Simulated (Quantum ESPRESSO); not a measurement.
# TiC in Quantum ESPRESSO: the effect of target pressure

The system is TiC.

```
Ti C
1.0
     0.00000    2.16572    2.16572
     2.16572    0.00000    2.16572
     2.16572    2.16572    0.00000
Ti C
1 1
Direct
  0.00000 0.00000 0.00000
  0.50000 0.50000 0.50000
```

The cell is a database's computed one.

Alike in all runs:

* Program: Quantum ESPRESSO 7.5
* Task: phonons
* Functional: LDA
* Potentials or basis: PseudoDojo 0.4.1 SR LDA standard
* Cutoff: 1143 eV
* Density cutoff: 4572 eV
* k mesh: 9 × 9 × 9
* Occupations: cold, width 0.2 eV
* Spin: no spin polarisation

Each run relaxes the cell or the atoms first.

| target pressure | relaxed volume (Å³/atom) | highest phonon frequency (cm⁻¹) |
| --- | --- | --- |
| 0 GPa | 9.68 | 563 |
| 10 GPa | 9.37 | 594 |
| 25 GPa | ? | ? |
| 50 GPa | 8.46 | 690 |
| 80 GPa | 7.98 | 744 |

Q: What does the run with target pressure 25 GPa give?

A: Relaxed volume 8.97 Å³/atom; highest phonon frequency 635 cm⁻¹.

Worked out: In Murnaghan's law V^(-B') rises as a straight line in P. The other rows fit best with B' = 3.5, V0 = 9.68 Å³/atom and B0 = 290 GPa, which gives 8.98 Å³/atom at 25 GPa, against the run's 8.97. A parabola through the other rows of the highest phonon frequency, of slope 2.53 cm⁻¹ per GPa there, gives 633 cm⁻¹, against the run's 635.

Caveats: the mesh is thin for the phonons of a metal; the cell is more than 3 GPa from zero pressure, which shifts response properties (some runs); the volume moved by over 15 % at a fixed basis, so the end points are rough (some runs).
